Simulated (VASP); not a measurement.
A run of VASP 6.6.1 is set up as follows.

The input INCAR:

```
PREC = Accurate ; ENCUT = 700
EDIFF = 1E-7 ; ISMEAR = 0
SIGMA = 0.02 ; LREAL = False
LASPH = True ; NELM = 100
ALGO = Normal ; ISIF = 2
LWAVE = False ; LCHARG = True
GGA = PE ; LVHAR = True
```

KPOINTS

```
regular mesh
0
Gamma
  10 10 10
```

POSCAR

```
YN                                      
1.0
   -0.0000000000      2.4517191484      2.4517191484
    2.4517191484     -0.0000000000      2.4517191484
    2.4517191484      2.4517191484     -0.0000000000
  Y               N             
     1     1
Direct
     0.0000000000000000    0.0000000000000000    0.0000000000000000
     0.5000000000000000    0.5000000000000000    0.5000000000000000
```

Potentials or basis: VASP PAW PBE potentials, release 64 (Y_sv, N).

Command:

```bash
$ cat potpaw_PBE.64/Y_sv/POTCAR potpaw_PBE.64/N/POTCAR > POTCAR
$ mpirun -np 1 vasp_std > vasp.out
```

Task: Estimate the band gap on the k mesh.

Result: 0.20 eV, indirect (least direct gap 0.60 eV).

Task: Estimate the pressure.

Result: 0.0 GPa.

A k mesh can miss the band edges. PBE gaps usually lie below the measured ones, often by a third to a half.
